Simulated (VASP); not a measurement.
Runs of VASP 6.6.1 on Sn. Symmetry: Im-3m, No. 229, cubic system. The conventional cell has a = 3.789 Å, b = 3.789 Å, c = 3.789 Å, α = 90.00°, β = 90.00°, γ = 90.00°. Around Sn (site symmetry m-3m) lie 8 Sn at 3.28 Å. This isn't the form of Sn at room conditions, which is tetragonal (white tin).

```csv
potentials or basis,gap on the mesh (eV),pressure (GPa),relaxed volume (Å³/atom)
"VASP PAW PBE potentials, release 54 (Sn)",none,-0.1,27.53
"VASP PAW PBE potentials, release 64 (Sn_d)",none,0.0,27.59
"VASP PAW PBE potentials, release 64 (Sn)",none,-0.1,27.53
"VASP PAW PBE potentials, release 64 (Sn_d_GW)",none,0.0,(a)
```

Alike in all rows: task relaxation of cell and atoms; level PBE; no spin polarisation; cell relaxed; k mesh 10 × 10 × 10; cutoff (eV) 600; smearing fermi-dirac 0.05 eV.

**Question.** Estimate the missing entries.

**Answer.** (a) 27.71.

A k mesh can miss the band edges, and the runs leave out spin-orbit coupling on Sn.

A gap of «none» marks a metal or a gap under the smearing width.

The runs don't all hold the same shells in valence.
